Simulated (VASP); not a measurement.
# VASP inputs for RbBr (distorted wurtzite)

INCAR

```
SIGMA = 0.02
ISIF = 2
LASPH = .TRUE.
NSW = 0
EDIFF = 1E-7
GGA = CA
NBANDS = 24
NELM = 120
LWAVE = .FALSE.
PREC = Accurate
LREAL = .FALSE.
ENCUT = 520
LCHARG = .FALSE.
ISMEAR = -1
IBRION = -1
```

KPOINTS

```
KPOINTS created by Atomic Simulation Environment
0
Gamma
4 4 4
0 0 0
```

POSCAR

```
Rb Br
 1.0000000000000000
     5.8198999999999996    0.0283000000000000    0.1308000000000000
    -2.8854000000000002    5.1877000000000004   -0.0612000000000000
     0.1525000000000000    0.0056000000000000    7.1776000000000000
 Rb  Br
   2   2
Cartesian
  0.1200921699999998  3.5365854199999998  6.7187665599999997
  2.9501942099999994  1.7085995800000000  3.2140833600000001
  0.1051145399999997  3.4685566200000002  3.1535375999999999
  3.0463972599999991  1.7327979500000001  6.7653236400000001
```

VASP ran with the recommended LDA PAW datasets (32 valence electrons in the cell).

Q: What does this run give?

A: gap between bands v and c on the k mesh 3.70 eV; least direct gap on the k mesh 3.70 eV; pressure -1.5 GPa; largest force 0.07 eV/Å.
